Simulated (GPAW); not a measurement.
A run of GPAW 26.7.0 is set up as follows.

Contents of run.py:

```python
from ase import Atoms
from ase.eos import EquationOfState
from ase.io import Trajectory
from ase.units import GPa
from gpaw import GPAW, PW, setup_paths

setup_paths.insert(0, '.')

atoms = Atoms(['Pt', 'Se', 'Se'],
              cell=[[3.724, 0.0, 0.0],
                    [-1.862, 3.2250786037, 0.0],
                    [0.0, 0.0, 5.062]],
              scaled_positions=[[0.0, 0.0, 0.0],
                                [0.6666666667, 0.3333333333, 0.75],
                                [0.3333333333, 0.6666666667, 0.25]],
              pbc=True)

traj = Trajectory('eos.traj', 'w')
volumes, energies = [], []
for x in [0.94, 0.96, 0.98, 1.0, 1.02, 1.04, 1.06]:
    a = atoms.copy()
    a.set_cell(atoms.cell * x**(1 / 3), scale_atoms=True)
    calc = GPAW(mode=PW(600),
                xc='PBEsol',
                kpts={'size': (8, 8, 5), 'gamma': True},
                occupations={'name': 'fermi-dirac', 'width': 0.05},
                nbands=26,
                convergence={'density': 1e-05, 'energy': 1e-05},
                maxiter=150,
                txt=f'eos-{x:.2f}.txt')
    a.calc = calc
    energies.append(a.get_potential_energy(force_consistent=True))
    volumes.append(a.get_volume())
    p = -a.get_stress()[:3].mean() / GPa
    calc.write(f'eos-{x:.2f}.gpw')
    traj.write(a)
    print(f'{x:.2f} {volumes[-1]:10.4f} A^3 {energies[-1]:14.6f} eV {p:9.3f} GPa', flush=True)

v0, e0, B = EquationOfState(volumes, energies, eos='birchmurnaghan').fit()
print(f'V0 = {v0:.4f} A^3, E0 = {e0:.6f} eV, B0 = {B / GPa:.2f} GPa')
```

Potentials or basis: PAW data sets generated in the run's folder for this functional, pw.

Run with:

```console
$ gpaw-setup -f PBEsol Pt Se
$ OMP_NUM_THREADS=1 python run.py
```

Estimate the equilibrium volume.

20.60 Å³/atom.

Predict the bulk modulus at fixed shape and positions.

126 GPa.

What does it give for the pressure derivative of the bulk modulus?

4.9.

Energy against volume, from the lowest point:
| volume (Å³/atom) | energy (meV/atom) |
| --- | --- |
| 19.049 | 53.75 |
| 19.455 | 28.13 |
| 19.860 | 11.24 |
| 20.265 | 2.17 |
| 20.671 | 0.00 |
| 21.076 | 4.00 |
| 21.481 | 13.50 |

Caveat: the cell was scaled at fixed shape and fractional positions, which overstates the stiffness of a crystal with free parameters, most of all of layers and chains. Spin-orbit coupling is left out, which matters for the levels of Pt.
